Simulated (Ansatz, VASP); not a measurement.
B: VASP beside Ansatz

File INCAR:

```
  ALGO = Normal
  EDIFF = 1E-7
  ENCUT = 520
  GGA = PE
  ISIF = 2
  ISMEAR = -1
  LASPH = True
  LCHARG = False
  LREAL = False
  LWAVE = False
  NBANDS = 8
  NELM = 80
  PREC = Accurate
  SIGMA = 0.1
```

File KPOINTS:

```
k-points
0
Gamma
  21 21 21
```

Contents of POSCAR:

```
B
1.0
    0.0000000000      1.4519340665      1.4519340665
    1.4519340665      0.0000000000      1.4519340665
    1.4519340665      1.4519340665      0.0000000000
B
1
Direct
    0.0000000000      0.0000000000      0.0000000000
```

Input for Ansatz:

```yaml
crystal:
  lattice:
    - [0.0, 1.4519340665, 1.4519340665]
    - [1.4519340665, 0.0, 1.4519340665]
    - [1.4519340665, 1.4519340665, 0.0]
  atoms:
    - { symbol: B, position: [0.0, 0.0, 0.0] }
hamiltonian:
  xc: pbe
  pseudopotentials:
    kind: paw
    azcp:
      B: "pseudopotentials/B.paw.azcp"
basis:
  ecutwfc: 420
  fft_grid_basis: typed
kpoints:
  mp_grid: { grid: [21, 21, 21], shift: [0, 0, 0] }
magnetization:
  spin_polarized: false
scf:
  occupations: { method: fermi_dirac, width: 0.1 }
  lower_state_search: "off"
output:
  stress: true
```

Alike in both runs: task single point; functional PBE; k mesh 21 × 21 × 21; occupations fermi-dirac, width 0.1 eV; no spin polarisation.

|  | VASP | Ansatz |
| --- | --- | --- |
| version | VASP 6.6.1 | Ansatz 0.2.0 |
| potentials or method | VASP PAW PBE potentials, release 64 (B) | plane waves (420 eV) with PAW, scalar-relativistic |
| plane-wave cutoff (eV) | 520 | 420 |
| valence electrons in the cell | 3 | 3 |

|  | VASP | Ansatz | Ansatz less VASP |
| --- | --- | --- | --- |
| pressure (GPa) | -9.8 | -9.8 | -0.01 |

With one functional, cell and mesh, what is left measures potentials, basis and numerics.
